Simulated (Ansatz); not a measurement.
The system is Pb.

```
Pb
1.0
     3.48000    0.00000    0.00000
    -1.74000    3.01377    0.00000
     0.00000    0.00000    5.59000
Pb
2
Cartesian
  1.7400 1.0046 4.1925
  0.0000 2.0092 1.3975
```

This isn't the form of Pb at room conditions, which is fcc.

A run of Ansatz 0.2.0 on this cell left the log below. Logs are shortened: lines on timing, memory, paths and dates and some standing lists are left out, and cuts for length are marked.

```text
Warning: RAYON_NUM_THREADS=2 ignored (pool sized by the plan → 2); use --threads N
scf.n_extra_bands = 6 over 14 filled bands (N_el = 28.0): the run solves 20 bands
Engine: ansatz 0.2.0, x86_64-unknown-linux-gnu
Pseudopotentials: kind: paw
Pseudopotential: Pb, paw, valence charge 14, recommended cutoff 420 eV (normal), Pb.paw.azcp
Functional definition: PBEsol
  exchange = pbesol_x
  correlation = pbesol_c
Crystal: 2 atoms, lattice volume = 58.627 Å³
Basis set: ecut = 420 eV, 1117 PW (Γ), exchange–correlation on 48×48×80 points (8 copies of the dense FFT grid, shifted against one another)
Bands: 20, of which v1, the nominal top of the filled ones, is band 14 counted from 1 (13 counted from 0)
Symmetry: 24 space group operations
Space group: P63/mmc (ITA 194), of the structure as read, at distance tolerance 3.9e-5 Å
k-points: 36 of 405
Non-local potential: Pb, projectors of the file, l = 0: 2, l = 1: 2, l = 2: 2, l = 3: 2
PAW form: soft (Blöchl's): semilocal exchange-correlation on the pseudo side does not see the compensation charge
PAW frozen core: Pb, regenerated for the run's functional, and the local potential with it (the file was generated under x = pbe(κ = 0.804, μ = 0.2195149727645171), c = pbe(β = 0.06672455060314922))
PAW one-centre angular grid: Pb, 590 points (default); XC on 64 Gauss nodes
Initial density: superposition of atomic densities (neutral atoms: chi_scale 0, normalization atom), corrected by the library's trained network
Initial wavefunctions: pseudopotential atomic-orbital guess
Functional: x = pbesol(κ = 0.804, μ = 0.12345679012345678), c = pbesol(β = 0.046)
SCF iter   1: F=—  HF=-23509.840059 eV  |F-HF|=—  |Δ(HF+E_count)|=         —  Δρ=2.41e-3  dr2=3.71e-3  ethr=1.77e-3  ⟨swp⟩=6.9  Hψ=3773  notcnv=0  defer=4
preconditioner: auto → Kerker (q_TF=auto, 2.412 Å⁻¹)  [metal: Δε(μ)=0.094 eV  Ē_g=18.493 eV  σ=0.050 eV  W_gap=0.38  n_scr=22 (ndim 8)  ℏωp=25.7 eV  f_vac=0.000  D(μ)=1.19/eV (n_scr^D=2)]
SCF iter   2: F=—  HF=-23509.837401 eV  |F-HF|=—  |Δ(HF+E_count)|=   2.66e-3  Δρ=1.57e-3  dr2=1.69e-3  ethr=1.32e-5  ⟨swp⟩=2.8  Hψ=1508  notcnv=0  defer=19
SCF iter   3: F=—  HF=-23509.836811 eV  |F-HF|=—  |Δ(HF+E_count)|=   5.91e-4  Δρ=7.26e-4  dr2=2.05e-4  ethr=6.05e-6  ⟨swp⟩=2.0  Hψ=1208  notcnv=0  defer=19
SCF iter   4: F=—  HF=-23509.836729 eV  |F-HF|=—  |Δ(HF+E_count)|=   8.17e-5  Δρ=1.40e-4  dr2=1.95e-5  ethr=7.34e-7  ⟨swp⟩=2.0  Hψ=1150  notcnv=0  defer=19
SCF iter   5: F=—  HF=-23509.836723 eV  |F-HF|=—  |Δ(HF+E_count)|=   6.30e-6  Δρ=5.64e-5  dr2=2.71e-6  ethr=6.98e-8  ⟨swp⟩=1.8  Hψ=797  notcnv=0  defer=19
SCF iter   6: F=-23509.836722 eV  HF=-23509.836722 eV  |F-HF|=4.86e-8  |Δ(HF+E_count)|=   7.72e-7  Δρ=1.22e-5  dr2=9.77e-8  ethr=3.57e-10  ⟨swp⟩=10.7  Hψ=5723  notcnv=0
SCF 1 converged in 6 iterations: F = -23509.836722 eV  dr2 = 9.77e-8
  greatest PAW one-centre occupation: 0.978 electrons in one spin orbital (limit 2), on the Pb atom at site 1 (counted from 0), in its partial waves of l = 2
NSCF: frozen V_eff on 129 k-points
SCF converged after 6 iterations
Free energy (F): -23509.836722 eV
Harris-Foulkes:  -23509.836722 eV  (|F-HF|=4.86e-8)
Internal energy: -23509.826233 eV  (E = F + TS)
E sigma→0 (E₀):  -23509.831477 eV
Entropy (-TS):   -0.010489 eV (-5.245 meV/atom)
Fermi energy:    11.248994 eV
--- Per-component energies (eV) ---
  E_band       = -63.772273
  E_kinetic    = 579.291425
  E_local      = -1988.856251  (includes V_loc(G=0)·N_el)
  E_nonlocal   = 703.341405
  E_hartree    = 789.889241
  E_xc         = -438.618067
  E_vxc        = -266.292906  (∫ρ·V_xc dr)
  E_paw        = -20511.450469  (= ΣΔE_a)
  E_vpaw       = -671.044150  (= ΣTr[D̂ρ^β])
  E_aug_tail   = 0.000093  (compensation charges beyond the density's cutoff)
  E_ewald      = -2643.547842
  E_core_change = 0.124233  (= ΣΔE_core)
  E_smearing   = -0.010489  (= −TS)
  E_closure    = 0.000000  (closes the sum)
  Σ components = -23509.836722   (vs F -23509.836722, Δ=0.00e0)
--- Forces (eV/Å), atoms counted from 1 ---
  atom   1  Pb     0.00000000    -0.00000000    -0.00000000
  atom   2  Pb     0.00000000     0.00000000     0.00000000
  max |Σ_I F_I| component: 4.63e-17 eV/Å
--- Stress (GPa, compression-positive) ---
       -0.212740      -0.000000       0.000000
        0.000000      -0.212740      -0.000000
        0.000000      -0.000000       3.599988
  P = ⅓ Tr σ = 1.0582 GPa (10.582 kbar)
--- Band table (eV; the first three rows and the last of 36) ---
  k-point 0: bands = ["-5.7726", "-5.7227", "-5.7227", "-5.7214", "-5.6975", "-5.6975", "-5.6434", "-5.6434", "-5.4448", "-5.4448", "-0.7045", "3.2823", "6.9544", "16.8510", "16.8510", "18.7559", "18.7559", "19.4370", "20.0432", "20.2919"]
  k-point 1: bands = ["-5.7649", "-5.7376", "-5.7376", "-5.7229", "-5.7081", "-5.7081", "-5.6071", "-5.6071", "-5.4555", "-5.4555", "-0.4992", "2.4288", "8.2354", "17.0148", "17.0148", "17.2018", "18.5686", "18.5686", "20.1251", "20.3912"]
  k-point 2: bands = ["-5.7472", "-5.7445", "-5.7445", "-5.7308", "-5.7303", "-5.7303", "-5.5442", "-5.5442", "-5.4893", "-5.4893", "0.1186", "1.1341", "10.8013", "13.8860", "17.4660", "17.4660", "18.0659", "18.0659", "20.3538", "20.5361"]
  k-point 35: bands = ["-5.7702", "-5.7702", "-5.7097", "-5.6105", "-5.6023", "-5.6023", "-5.5823", "-5.5797", "-5.4383", "-5.4383", "4.2238", "4.2238", "8.7665", "8.7665", "9.2348", "10.2479", "16.0380", "16.0380", "19.2433", "21.1740"]
```

Q: Write the input and the command behind it.

A: Band structure with PBEsol, no spin polarisation. The files as run (others can give the same):

input.yaml
```yaml
crystal:
  lattice:
    - [3.48, 0.0, 0.0]
    - [-1.74, 3.0137684052, 0.0]
    - [0.0, 0.0, 5.59]
  atoms:
    - { symbol: Pb, position: [0.6666666667, 0.3333333333, 0.75] }
    - { symbol: Pb, position: [0.3333333333, 0.6666666667, 0.25] }
hamiltonian:
  xc: pbesol
  pseudopotentials: { kind: paw }
kpoints:
  mp_grid: { grid: [9, 9, 5] }
  band_path:
    path:
      - [[0.0, 0.0, 0.0], [0.5, 0.0, 0.0], [0.3333333333, 0.3333333333, 0.0], [0.0, 0.0, 0.0], [0.0, 0.0, 0.5], [0.5, 0.0, 0.5], [0.3333333333, 0.3333333333, 0.5], [0.0, 0.0, 0.5]]
      - [[0.5, 0.0, 0.5], [0.5, 0.0, 0.0]]
      - [[0.3333333333, 0.3333333333, 0.0], [0.3333333333, 0.3333333333, 0.5]]
    npoints: 14
scf:
  occupations: { method: fermi_dirac, width: 0.05 }
  n_extra_bands: 6
output:
  forces: true
  stress: true
  eigenvalues: true
  fatbands: false
  write_density: true
  write_potential: true
  elf: true
  volumetric_format: npy
```

Potentials or basis: Ansatz PAW.
Launch:
```console
$ ansatz run input.yaml --threads 2 --pin off --max-ram 5632MiB --backend cpu --events-out ev --progress --plain --runs-dir out
```

Caveat: spin-orbit coupling is left out, which moves the levels of the heavy elements; the PAW data sets come from PBE, with cores solved anew for the run's functional, which leaves a small shift of forces and pressure.
